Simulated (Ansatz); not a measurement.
# Mg (Im-3m) in Ansatz: reference runs

Reference runs on Mg: the cell as given and a disturbed copy.

Everything below comes from runs of Ansatz 0.2.0. Logs are shortened: lines on timing, memory, paths and dates and some standing lists are left out, and cuts for length are marked.

### Step 1. The crystal as given

Symmetry: Im-3m, No. 229, cubic system. Conventional cell: a = 3.546 Å, b = 3.546 Å, c = 3.546 Å, α = 90.00°, β = 90.00°, γ = 90.00°. Around Mg (site symmetry m-3m) lie 8 Mg at 3.07 Å.

This isn't the form of Mg at room conditions, which is hcp.

### Step 2. Single point, PBE

The input, input.yaml:

```yaml
crystal:
  lattice:
    - [-1.7727644967, 1.7727644967, 1.7727644967]
    - [1.7727644967, -1.7727644967, 1.7727644967]
    - [1.7727644967, 1.7727644967, -1.7727644967]
  atoms:
    - { symbol: Mg, position: [0.0, 0.0, 0.0] }
kpoints:
  mp_grid: { grid: [11, 11, 11] }
scf:
  occupations: { method: fermi_dirac, width: 0.05 }
hamiltonian:
  xc: pbe
  pseudopotentials: { kind: all_electron, lapw: { basis_error: 0.001 } }
output:
  forces: true
  stress: true
  eigenvalues: true
  populations: true
```

Potentials or basis: all-electron LAPW, scalar-relativistic.

The run is started by

```sh
> ansatz run input.yaml --threads 1 --pin off --max-ram 2560MiB --backend cpu --events-out ev --progress --plain --runs-dir out
```

What it wrote:

```text
Warning: RAYON_NUM_THREADS=1 ignored (pool sized by the plan → 1); use --threads N
Mg: projections on atomic orbitals take those of the free atom 1s2 2s2 2p6 3s2, of charge +0.00 (hamiltonian.pseudopotentials.projection_atoms)
LAPW: plane waves up to 5.564 Å⁻¹, error target 1.0e-3 eV per atom; small_component_spin mean_spin; Mg in spheres of 1.535 Å, 10 of its electrons in bands, Dirac shells [] (how accurate: hamiltonian.pseudopotentials.lapw.basis_error, Limitations)
Engine: ansatz 0.2.0, aarch64-unknown-linux-gnu
Pseudopotentials: kind: all_electron
Pseudopotential: Mg, LAPW, valence charge 10, lapw/all_electron/scalar/gaussian/Mg, Koelling and Harmon's equation, gaussian nucleus
Functional definition: PBE
  parameter kappa = 0.804
  parameter beta = 0.06672455060314922
  exchange = pbe_x(kappa = kappa, mu = beta*pi^2/3)
  correlation = pbe_c(beta = beta)
Crystal: 1 atoms, lattice volume = 22.285 Å³
Basis set: ecut = 117.9661914344544 eV, 55 PW (Γ), exchange–correlation at level 2
Bands: 9, of which v1, the nominal top of the filled ones, is band 5 counted from 1 (4 counted from 0)
Symmetry: 48 space group operations
Space group: Im-3m (ITA 229), of the structure as read, at distance tolerance 2.8e-5 Å
k-points: 56 of 1331
Non-local potential: Mg, projectors of the file, none
Initial density: superposition of atomic densities (chi_scale 0.1, normalization cell)
Initial wavefunctions: plane waves of lowest kinetic energy (no species holds an atomic orbital)
Functional: x = pbe(κ = 0.804, μ = 0.2195149727645171), c = pbe(β = 0.06672455060314922)
iter 1 solved again at ethr=1.56e-4 eV; its pass at ethr=1.00e-1 eV (dr2=1.56e-2 eV) is discarded
SCF iter   1: F=—  HF=-5451.371106 eV  |F-HF|=—  |Δ(HF+E_count)|=         —  Δρ=8.87e-3  dr2=1.56e-2  ethr=1.56e-4  ⟨swp⟩=3.2  Hψ=3970  notcnv=0
preconditioner: auto → none  [insulator: Δε(μ)=0.121 eV  Ē_g=10.219 eV  σ=0.050 eV  W_gap=0.51  n_scr=0 (ndim 8)  ℏωp=11.1 eV  f_vac=0.000  D(μ)=0.31/eV (n_scr^D=0)  ε∞_Penn≈2.2]
SCF iter   2: F=—  HF=-5451.364214 eV  |F-HF|=—  |Δ(HF+E_count)|=   6.89e-3  Δρ=4.34e-3  dr2=3.73e-3  ethr=1.56e-4  ⟨swp⟩=2.0  Hψ=1421  notcnv=0
iter 3 solved again at ethr=1.69e-8 eV; its pass at ethr=3.73e-5 eV (dr2=1.69e-6 eV) is discarded
SCF iter   3: F=—  HF=-5451.362479 eV  |F-HF|=—  |Δ(HF+E_count)|=   1.73e-3  Δρ=9.72e-5  dr2=1.68e-6  ethr=1.69e-8  ⟨swp⟩=2.5  Hψ=2468  notcnv=0
SCF iter   4: F=—  HF=-5451.362432 eV  |F-HF|=—  |Δ(HF+E_count)|=   4.65e-5  Δρ=1.64e-5  dr2=3.19e-8  ethr=1.68e-8  ⟨swp⟩=2.0  Hψ=1421  notcnv=0
SCF iter   5: F=-5451.362432 eV  HF=-5451.362432 eV  |F-HF|=5.82e-9  |Δ(HF+E_count)|=   2.61e-8  Δρ=3.99e-6  dr2=2.81e-9  ethr=3.19e-10  ⟨swp⟩=2.9  Hψ=1482  notcnv=0
SCF 1 converged in 5 iterations: F = -5451.362432 eV  dr2 = 2.81e-9
SCF converged after 5 iterations
Free energy (F): -5451.362432 eV
Harris-Foulkes:  -5451.362432 eV  (|F-HF|=5.82e-9)
Internal energy: -5451.359931 eV  (E = F + TS)
E sigma→0 (E₀):  -5451.361182 eV
Entropy (-TS):   -0.002501 eV (-2.501 meV/atom)
Fermi energy:    5.654644 eV
--- Per-component energies (eV) ---
  E_band       = -357.699302
  E_kinetic    = 5459.101167
  E_xc         = -447.691679
  E_electrostatic = -10462.769420  (all electrons and nuclei)
  E_smearing   = -0.002501  (= −TS)
  E_closure    = 0.000000  (closes the sum)
  E_atoms      = -5449.889430  (free atoms, spherical and without spin; not in F)
  Σ components = -5451.362432   (vs F -5451.362432, Δ=0.00e0)
  Basis errors (estimates in eV, not in F): energy 2.8e-4 per atom: plane waves 2.7e-4 (1.4e-4 summed), levels above the bands 6.8e-74, relativity 1.2e-8, radial functions 3.7e-6, core shells 1.9e-16; eigenvalues (radial functions only) 1.2e-4; not estimated: angular momenta, meshes, grids; target (lapw.basis_error) 1.0e-3; muffin-tin radii Mg 1.535 Å
--- Forces (eV/Å), atoms counted from 1 ---
  atom   1  Mg     0.00000000     0.00000000     0.00000000
  max |Σ_I F_I| component: 3.40e-33 eV/Å
--- Stress (GPa, compression-positive) ---
        0.915007       0.000000      -0.000000
        0.000000       0.915007       0.000000
       -0.000000       0.000000       0.915007
  P = ⅓ Tr σ = 0.9150 GPa (9.150 kbar)
--- Band table (eV; the first three rows and the last of 56) ---
  k-point 0: bands = ["-70.3623", "-37.0990", "-37.0990", "-37.0990", "-1.4233", "18.8636", "18.8636", "18.8636", "20.9086"]
  k-point 1: bands = ["-70.3620", "-37.1020", "-37.1001", "-37.0990", "-1.2244", "16.8325", "17.9809", "18.0917", "19.5029"]
  k-point 2: bands = ["-70.3612", "-37.1099", "-37.1029", "-37.0990", "-0.6303", "13.6525", "16.6502", "17.0013", "18.1423"]
  k-point 55: bands = ["-70.3558", "-37.1264", "-37.1260", "-37.1260", "7.9311", "9.6761", "9.6761", "9.7593", "11.1067"]
--- Löwdin populations: 1 site ---
  site symbol       q [e]
     0     Mg     11.4531
  spilling = 0.045577 (of n_electrons = 12.000000)
```

populations.tsv:

```text
# site	symbol	l	j	q
# orbitals = lowdin
# n_electrons = 12.000000
# spilling = 0.045577
# projection_atom_Mg: 1s2 2s2 2p6 3s2
0	Mg	0_1S	-	1.999981
0	Mg	0_2S	-	1.997968
0	Mg	0_3S	-	1.455362
0	Mg	1_2P	-	5.999765
```

Run time: 2.2 s. Hardware: 1 thread of Arm Neoverse V1, shared host; peak memory 0.19 GiB.

What came out:

```
Free energy            : -5451.3624 eV
Pressure               : 0.9 GPa
Band gap on the k mesh : none (metal or under the smearing width)
```

Levels at points of the mesh, in eV from the Fermi level:
```
           k point  band 2  band 3  band 4  band 5  band 6  band 7  band 8  band 9
(0.00, 0.00, 0.00)  -42.75  -42.75  -42.75   -7.08   13.21   13.21   13.21   15.25
```

### Step 3. Single point, PBE (cell strained at random at fixed volume)

The input, input.yaml:

```yaml
crystal:
  lattice:
    - [-1.768114, 1.757731, 1.747199]
    - [1.762476, -1.789623, 1.773453]
    - [1.787386, 1.808895, -1.77909]
  atoms:
    - { symbol: Mg, position: [-0.014206, -0.010723, -0.021146] }
kpoints:
  mp_grid: { grid: [11, 11, 11] }
scf:
  occupations: { method: fermi_dirac, width: 0.05 }
hamiltonian:
  xc: pbe
  pseudopotentials: { kind: all_electron, lapw: { basis_error: 0.001 } }
output:
  forces: true
  stress: true
  eigenvalues: true
  populations: true
```

Potentials or basis: all-electron LAPW, scalar-relativistic.

The run is started by

```sh
> ansatz run input.yaml --threads 1 --pin off --max-ram 2560MiB --backend cpu --events-out ev --progress --plain --runs-dir out
```

Wall time 16 s (1 thread of Arm Neoverse V1, shared host); peak memory 0.36 GiB.

The run converged. Its results:

```yaml
Free_energy: -5451.3613 eV
Pressure: 0.9 GPa
Band_gap_on_the_k_mesh: none (metal or under the smearing width)
```

Stress tensor (GPa, compression positive):
```
 0.90 -0.34  0.11
-0.34  0.86  0.60
 0.11  0.60  1.03
```

Levels at points of the mesh, in eV from the Fermi level:
| k point | band 2 | band 3 | band 4 | band 5 | band 6 | band 7 | band 8 | band 9 |
| --- | --- | --- | --- | --- | --- | --- | --- | --- |
| (0.00, 0.00, 0.00) | -42.76 | -42.76 | -42.76 | -7.08 | 13.02 | 13.17 | 13.38 | 15.16 |
